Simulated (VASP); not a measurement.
# Ge (Fd-3m) in VASP: a series of runs

The runs below take Ge through single point, with PBE.

All numbers are computed with VASP 6.6.1; they aren't measurements. Logs are shortened: lines on timing, memory, paths and dates and some standing lists are left out, and cuts for length are marked.

### Step 1. The structure

The structure is cubic, space group Fd-3m (No. 227). Conventional cell: a = 5.803 Å, b = 5.803 Å, c = 5.803 Å, α = 90.00°, β = 90.00°, γ = 90.00°. Ge (site symmetry -43m) has 4 Ge at 2.51 Å as nearest neighbours.

### Step 2. Single point, PBE

Contents of INCAR:

```
SYSTEM = Ge
PREC = Accurate
ENCUT = 520
EDIFF = 1E-7
ISMEAR = 0
SIGMA = 0.02
LREAL = .FALSE.
LASPH = .TRUE.
NELM = 60
ALGO = Normal
ISIF = 2
LWAVE = .FALSE.
LCHARG = .FALSE.
GGA = PE
NBANDS = 21
```

Contents of KPOINTS:

```
regular mesh
0
G
  4 4 4
  0 0 0
```

Contents of POSCAR:

```
Ge                                      
1.0
    0.0000000000      2.9016137057      2.9016137057
    2.9016137057     -0.0000000000      2.9016137057
    2.9016137057      2.9016137057     -0.0000000000
  Ge            
     2
Direct
     0.0000000000000000    0.0000000000000000    0.0000000000000000
     0.2500000000000000    0.2500000000000000    0.2500000000000000
```

Potentials or basis: VASP PAW PBE potentials, release 64 (Ge_d).

Run with:

```
$ cat potpaw_PBE.64/Ge_d/POTCAR > POTCAR
$ mpirun -np 1 vasp_std > vasp.out
```

OUTCAR:

```text
SYSTEM = Ge
   PREC = Accurate
   ENCUT = 520
   EDIFF = 1E-7
   ISMEAR = 0
   LREAL = .FALSE.
   LASPH = .TRUE.
   NELM = 60
   ISIF = 2
   GGA = PE

 ion  position               nearest neighbor table
   1  0.000  0.000  0.000-   2 2.51   2 2.51   2 2.51   2 2.51
   2  0.250  0.250  0.250-   1 2.51   1 2.51   1 2.51   1 2.51

  LATTYP: Found a face centered cubic cell.
 ALAT       =     5.8032274114

  Lattice vectors:

 A1 = (   0.0000000000,   2.9016137057,   2.9016137057)
 A2 = (   2.9016137057,   0.0000000000,   2.9016137057)
 A3 = (   2.9016137057,   2.9016137057,   0.0000000000)

Analysis of symmetry for initial positions (statically):
=====================================================================
 Subroutine PRICEL returns:
 Original cell was already a primitive cell.

 Routine SETGRP: Setting up the symmetry group for a
 face centered cubic supercell.

 Subroutine GETGRP returns: Found 48 space group operations
 (whereof 24 operations were pure point group operations)
 out of a pool of 48 trial point group operations.

The static configuration has the point symmetry T_d .
 The point group associated with its full space group is O_h .

Analysis of symmetry for dynamics (positions and initial velocities):
=====================================================================
 Subroutine PRICEL returns:
 Original cell was already a primitive cell.

 Routine SETGRP: Setting up the symmetry group for a
 face centered cubic supercell.

 Subroutine GETGRP returns: Found 48 space group operations
 (whereof 24 operations were pure point group operations)
 out of a pool of 48 trial point group operations.

The dynamic configuration has the point symmetry T_d .
 The point group associated with its full space group is O_h .

 Subroutine INISYM returns: Found 48 space group operations
 (whereof 24 operations are pure point group operations),
 and found     1 'primitive' translations

----------------------------------------------------------------------------------------

                                     Primitive cell

  volume of cell :      48.8595

  direct lattice vectors                    reciprocal lattice vectors
     0.000000000  2.901613706  2.901613706    -0.172317907  0.172317907  0.172317907
     2.901613706  0.000000000  2.901613706     0.172317907 -0.172317907  0.172317907
     2.901613706  2.901613706  0.000000000     0.172317907  0.172317907 -0.172317907

[... 63 lines left out ...]
   LASPH  =      T    aspherical Exc in radial PAW
   ENCUT  =  520.0 eV  38.22 Ry    6.18 a.u.   7.63  7.63  7.63*2*pi/ulx,y,z
   NELM   =     60;   NELMIN=  2; NELMDL= -5     # of ELM steps
   EDIFF  = 0.1E-06   stopping-criterion for ELM
   LREAL  =      F    real-space projection
   EDIFFG = 0.1E-05   stopping-criterion for IOM
   NSW    =      0    number of steps for IOM
   IBRION =     -1    ionic relax: 0-MD 1-quasi-New 2-CG
   NFREE  =      0    steps in history (QN), initial steepest desc. (CG)
   ISIF   =      2    stress and relaxation
   ISYM   =      2    0-nonsym 1-usesym 2-fastsym
   POTIM  = 0.5000    time-step for ionic-motion
   TEBEG  =    0.0;   TEEND  =   0.0 temperature during run
   PSTRESS=    0.0 pullay stress
   NELECT =      28.0000    total number of electrons
   NUPDOWN=      -1.0000    fix difference up-down
   EMIN   =  10.00;   EMAX   =-10.00  energy-range for DOS
   EFERMI =   0.00;   METHOD = LEGACY
   ISMEAR =     0;   SIGMA  =   0.02  broadening in eV -4-tet -1-fermi 0-gaus
   EFERMI_NEDOS =   21; number of points for ismear=-14 and -15
   IALGO  =     38    algorithm
   IMIX   =      4    mixing-type and parameters
     AMIX     =   0.40;   BMIX     =  1.00
     AMIX_MAG =   1.60;   BMIX_MAG =  1.00
  volume/ion in A,a.u.               =      24.43       164.86
  Fermi-wavevector in a.u.,A,eV,Ry     =   1.359809  2.569666 25.158268  1.849081
  Thomas-Fermi vector in A             =   2.486525
   LORBIT       =      0    0 simple, 1 ext, 2 COOP (PROOUT), +10 PAW based schemes
   GGA     = PE    functional components
   LHFCALC =     F    Hartree Fock is set to
   AEXX    =    0.0000 exact exchange contribution
   IVDW    =     0    specifies the selected vdW correction
   LEPSILON=     F    determine dielectric tensor
   LRPA    =     F    only Hartree local field effects (RPA)
 non-spin polarized calculation
 Gauss-broadening in eV      SIGMA  =   0.02
  energy-cutoff  :      520.00
  volume of cell :       48.86
 maximum number of plane-waves:      1363
 NGX is ok and might be reduce to    32
   NGX = 15   NGY = 15   NGZ = 15

 number of electron      27.9999984 magnetization

 Free energy of the ion-electron system (eV)
  ---------------------------------------------------
  ext. energy  EPLUGINS =         0.00000000
  ---------------------------------------------------
  free energy    TOTEN  =        -8.79218489 eV

  energy without entropy =       -8.79146493  energy(sigma->0) =       -8.79182491

 E-fermi :   4.2734     XC(G=0):  -9.5432

 val. band max:        3.6754827944   @ k =   0.0000   0.0000   0.0000
 cond. band min:       4.2734799948   @ k =   0.5000   0.0000   0.0000
 fundamental gap:      0.5979972004
 Fermi energy:         4.2733808902

 k-point     1 :       0.0000    0.0000    0.0000
  band No.  band energies     occupation
      1     -20.3856      2.00000
      2     -20.3856      2.00000
      3     -20.3856      2.00000
      4     -20.3554      2.00000
      5     -20.3554      2.00000
      6     -20.1822      2.00000
[... 181 lines left out ...]
     20      14.7600      0.00000
     21      16.7651      0.00000

------------------------ aborting loop because EDIFF is reached ----------------------------------------

  FORCE on cell =-STRESS in cart. coord.  units (eV):
  Direction    XX          YY          ZZ          XY          YZ          ZX
  --------------------------------------------------------------------------------------
  -------------------------------------------------------------------------------------
  Total       -0.0080244     -0.0080244     -0.0080244      0.0000000      0.0000000      0.0000000
  in kB       -0.2631316     -0.2631316     -0.2631316      0.0000000      0.0000000      0.0000000
  external PRESSURE =      -0.2631316 kB  Pullay stress =       0.0000000 kB

 VOLUME and BASIS-vectors are now :
 -----------------------------------------------------------------------------
  energy-cutoff  :      520.00
  volume of cell :       48.86
      direct lattice vectors                 reciprocal lattice vectors
     0.000000000  2.901613706  2.901613706    -0.172317907  0.172317907  0.172317907
     2.901613706  0.000000000  2.901613706     0.172317907 -0.172317907  0.172317907
     2.901613706  2.901613706  0.000000000     0.172317907  0.172317907 -0.172317907

 POSITION                                       TOTAL-FORCE (eV/Angst)
 -----------------------------------------------------------------------------------
      0.00000      0.00000      0.00000        -0.000000     -0.000000     -0.000000
      1.45081      1.45081      1.45081         0.000000      0.000000      0.000000
 -----------------------------------------------------------------------------------
    total drift:                               -0.000000      0.000000      0.000000

  FREE ENERGIE OF THE ION-ELECTRON SYSTEM (eV)
  ---------------------------------------------------
  free  energy   TOTEN  =        -8.7921848934 eV

  energy  without entropy=       -8.7914649288  energy(sigma->0) =       -8.79182491
```

stdout:

```text
POSCAR found type information on POSCAR Ge
 POSCAR found :  1 types and       2 ions
 scaLAPACK will be used
 LDA part: xc-table for (Slater+PW92), standard interpolation
 POSCAR, INCAR and KPOINTS ok, starting setup
 FFT: planning ... GRIDC
 FFT: planning ... GRID_SOFT
 FFT: planning ... GRID
 WAVECAR not read
 entering main loop
```

It took 8.7 s on 1 thread of AMD EPYC 7R13 (Zen 3), shared host; peak memory 0.14 GiB.

What came out:

```yaml
Free_energy: -8.7922 eV
Pressure: 0.0 GPa
Band_gap_on_the_k_mesh: none (metal or under the smearing width)
```

Levels at points of the mesh, in eV from the Fermi level:
```
           k point  band 10  band 11  band 12  band 13  band 14  band 15  band 16  band 17  band 18  band 19
(0.00, 0.00, 0.00)   -24.45   -12.18    -0.60     0.04     0.04     0.04     2.54     2.54     2.54     6.29
(0.50, 0.00, 0.00)   -24.42   -10.27    -7.24    -1.26    -1.26     0.00     3.73     3.73     7.12    10.14
(0.50, 0.50, 0.00)   -24.41    -8.58    -8.58    -2.79    -2.79     0.87     0.87     8.93     8.93    10.92
```

Caveat: the k mesh is coarse (spacing up to 0.47 Å⁻¹), so the values aren't converged; this crystal is a semiconductor, whose small gap the functional closes, so the metal is an error of the method.

### Step 3. Single point, PBE (a relaxed cell with its volume scaled by 0.97)

INCAR is that of step 2.

KPOINTS is that of step 2.

Contents of POSCAR:

```
Ge                                      
1.0
    0.0000000000      2.8723024724      2.8723024724
    2.8723024724     -0.0000000000      2.8723024724
    2.8723024724      2.8723024724     -0.0000000000
  Ge            
     2
Direct
     0.0000000000000000    0.0000000000000000    0.0000000000000000
     0.2500000000000000    0.2500000000000000    0.2500000000000000
```

Potentials or basis: VASP PAW PBE potentials, release 64 (Ge_d).

Run with:

```
$ cat potpaw_PBE.64/Ge_d/POTCAR > POTCAR
$ mpirun -np 1 vasp_std > vasp.out
```

Wall time 7.9 s (1 thread of AMD EPYC 7R13 (Zen 3), shared host); peak memory 0.13 GiB.

It converged, with:

```
Free energy            : -8.7862 eV
Pressure               : 1.3 GPa
Band gap on the k mesh : none (metal or under the smearing width)
```

Levels at points of the mesh, in eV from the Fermi level:
| k point | band 10 | band 11 | band 12 | band 13 | band 14 | band 15 | band 16 | band 17 | band 18 | band 19 |
| --- | --- | --- | --- | --- | --- | --- | --- | --- | --- | --- |
| (0.00, 0.00, 0.00) | -24.51 | -12.44 | -0.38 | -0.01 | -0.01 | -0.01 | 2.51 | 2.51 | 2.51 | 6.33 |
| (0.50, 0.00, 0.00) | -24.48 | -10.46 | -7.40 | -1.35 | -1.35 | 0.04 | 3.70 | 3.70 | 7.10 | 10.29 |
| (0.50, 0.50, 0.00) | -24.47 | -8.73 | -8.73 | -2.93 | -2.93 | 0.79 | 0.79 | 9.13 | 9.13 | 11.16 |

Caveat: the k mesh is coarse (spacing up to 0.47 Å⁻¹), so the values aren't converged.

### Step 4. Single point, PBE (a relaxed cell with its volume scaled by 1.03)

INCAR is that of step 3.

KPOINTS is that of step 3.

Contents of POSCAR:

```
Ge                                      
1.0
    0.0000000000      2.9303444228      2.9303444228
    2.9303444228     -0.0000000000      2.9303444228
    2.9303444228      2.9303444228     -0.0000000000
  Ge            
     2
Direct
     0.0000000000000000    0.0000000000000000    0.0000000000000000
     0.2500000000000000    0.2500000000000000    0.2500000000000000
```

Run with:

```
$ cat potpaw_PBE.64/Ge_d/POTCAR > POTCAR
$ mpirun -np 1 vasp_std > vasp.out
```

It took 11 s on 1 thread of AMD EPYC 7R13 (Zen 3), shared host; peak memory 0.14 GiB.

It converged, with:

```yaml
Free_energy: -8.7850 eV
Pressure: -1.6 GPa
Band_gap_on_the_k_mesh: none (metal or under the smearing width)
```

Levels at points of the mesh, in eV from the Fermi level:
| k point | band 10 | band 11 | band 12 | band 13 | band 14 | band 15 | band 16 | band 17 | band 18 | band 19 |
| --- | --- | --- | --- | --- | --- | --- | --- | --- | --- | --- |
| (0.00, 0.00, 0.00) | -24.36 | -11.90 | -0.77 | 0.12 | 0.12 | 0.12 | 2.61 | 2.61 | 2.61 | 6.30 |
| (0.50, 0.00, 0.00) | -24.34 | -10.05 | -7.05 | -1.14 | -1.14 | 0.00 | 3.78 | 3.78 | 7.17 | 9.99 |
| (0.50, 0.50, 0.00) | -24.32 | -8.40 | -8.40 | -2.61 | -2.61 | 0.98 | 0.98 | 8.77 | 8.77 | 10.72 |

Caveat: the k mesh is coarse (spacing up to 0.46 Å⁻¹), so the values aren't converged.

### Step 5. Single point, PBE (a relaxed cell with its volume scaled by 0.94)

INCAR is that of step 4.

KPOINTS is that of step 4.

Contents of POSCAR:

```
Ge                                      
1.0
    0.0000000000      2.8423804790      2.8423804790
    2.8423804790     -0.0000000000      2.8423804790
    2.8423804790      2.8423804790     -0.0000000000
  Ge            
     2
Direct
     0.0000000000000000    0.0000000000000000    0.0000000000000000
     0.2500000000000000    0.2500000000000000    0.2500000000000000
```

Run with:

```
$ cat potpaw_PBE.64/Ge_d/POTCAR > POTCAR
$ mpirun -np 1 vasp_std > vasp.out
```

It took 7.6 s on 1 thread of AMD EPYC 7R13 (Zen 3), shared host; peak memory 0.13 GiB.

Results (log left out):

```yaml
Free_energy: -8.7644 eV
Pressure: 3.4 GPa
Band_gap_on_the_k_mesh: none (metal or under the smearing width)
```

Levels at points of the mesh, in eV from the Fermi level:
| k point | band 11 | band 12 | band 13 | band 14 | band 15 | band 16 | band 17 | band 18 |
| --- | --- | --- | --- | --- | --- | --- | --- | --- |
| (0.00, 0.00, 0.00) | -12.67 | -0.09 | -0.01 | -0.01 | -0.01 | 2.52 | 2.52 | 2.52 |
| (0.50, 0.00, 0.00) | -10.62 | -7.54 | -1.39 | -1.39 | 0.13 | 3.72 | 3.72 | 7.12 |
| (0.50, 0.50, 0.00) | -8.84 | -8.84 | -3.04 | -3.04 | 0.76 | 0.76 | 9.39 | 9.39 |

Caveat: the k mesh is coarse (spacing up to 0.48 Å⁻¹), so the values aren't converged.

### Step 6. Single point, PBE (a relaxed cell with its volume scaled by 1.06)

INCAR is that of step 5.

KPOINTS is that of step 5.

Contents of POSCAR:

```
Ge                                      
1.0
    0.0000000000      2.9585225401      2.9585225401
    2.9585225401     -0.0000000000      2.9585225401
    2.9585225401      2.9585225401     -0.0000000000
  Ge            
     2
Direct
     0.0000000000000000    0.0000000000000000    0.0000000000000000
     0.2500000000000000    0.2500000000000000    0.2500000000000000
```

Potentials or basis: VASP PAW PBE potentials, release 64 (Ge_d).

Run with:

```
$ cat potpaw_PBE.64/Ge_d/POTCAR > POTCAR
$ mpirun -np 1 vasp_std > vasp.out
```

Run time: 11 s. Hardware: 1 thread of AMD EPYC 7R13 (Zen 3), shared host; peak memory 0.14 GiB.

Results (log left out):

- Free energy: -8.7645 eV
- Pressure: -2.9 GPa
- Band gap on the k mesh: none (metal or under the smearing width)

Levels at points of the mesh, in eV from the Fermi level:
```tsv
k point	band 12	band 13	band 14	band 15	band 16	band 17
(0.00, 0.00, 0.00)	-0.94	0.19	0.19	0.19	2.66	2.66
(0.50, 0.00, 0.00)	-6.87	-1.03	-1.03	0.00	3.83	3.83
(0.50, 0.50, 0.00)	-8.24	-2.45	-2.45	1.08	1.08	8.62
```

Caveat: the k mesh is coarse (spacing up to 0.46 Å⁻¹), so the values aren't converged.

### Step 7. Summary

| cell | gap on the mesh (eV) | pressure (GPa) |
| --- | --- | --- |
| as given | none | 0.0 |
| a relaxed cell with its volume scaled by 0.97 | none | 1.3 |
| a relaxed cell with its volume scaled by 1.03 | none | -1.6 |
| a relaxed cell with its volume scaled by 0.94 | none | 3.4 |
| a relaxed cell with its volume scaled by 1.06 | none | -2.9 |

Alike in all rows: task single point; level PBE; potentials or basis VASP PAW PBE potentials, release 64 (Ge_d); no spin polarisation; k mesh 4 × 4 × 4; cutoff (eV) 520; smearing gaussian 0.02 eV; the mesh is coarse, so values aren't converged.

Caveats: all runs use coarse meshes; this crystal is a semiconductor, whose small gap the functional closes, so the metal is an error of the method (some runs).

Total energies depend on the potentials used, so only differences within one code and one set of settings carry meaning.
